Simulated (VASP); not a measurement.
Set up this calculation in VASP 6.6.1, as the native input.

* Task: single point
* Functional: PBEsol
* Potentials or basis: VASP PAW PBE potentials, release 64 (K_sv)
* Cutoff: 520 eV
* k mesh: 12 × 12 × 12
* Occupations: gaussian, width 0.1 eV
* Spin: no spin polarisation
* Further INCAR settings: ALGO = Normal; EDIFF = 1e-06

The structure of K lies in POSCAR:

```
K
1.0
   -2.6180000000      2.6180000000      2.6180000000
    2.6180000000     -2.6180000000      2.6180000000
    2.6180000000      2.6180000000     -2.6180000000
K
1
Direct
    0.0000000000      0.0000000000      0.0000000000
```

One way to write it, as run:

INCAR

```
SYSTEM = K
PREC = Accurate
ENCUT = 520
EDIFF = 1E-6
ISMEAR = 0
SIGMA = 0.1
LREAL = .FALSE.
LASPH = .TRUE.
NELM = 100
ALGO = Normal
ISIF = 2
LWAVE = .FALSE.
LCHARG = .FALSE.
GGA = PS
```

KPOINTS

```
regular mesh
0
G
  12 12 12
  0 0 0
```

Potentials or basis: VASP PAW PBE potentials, release 64 (K_sv).

Launch:

```console
$ cat potpaw_PBE.64/K_sv/POTCAR > POTCAR
$ mpirun -np 1 vasp_std > vasp.out
```

It gave:

```
Pressure               : 0.0 GPa
Band gap on the k mesh : none (metal or under the smearing width)
```

Caveat: the PAW data sets were made with another functional, which shifts forces and pressure a little.

Wall time 20 s on 1 thread of AMD EPYC 9R45 (Zen 5), on a shared host, peak memory 0.18 GiB.
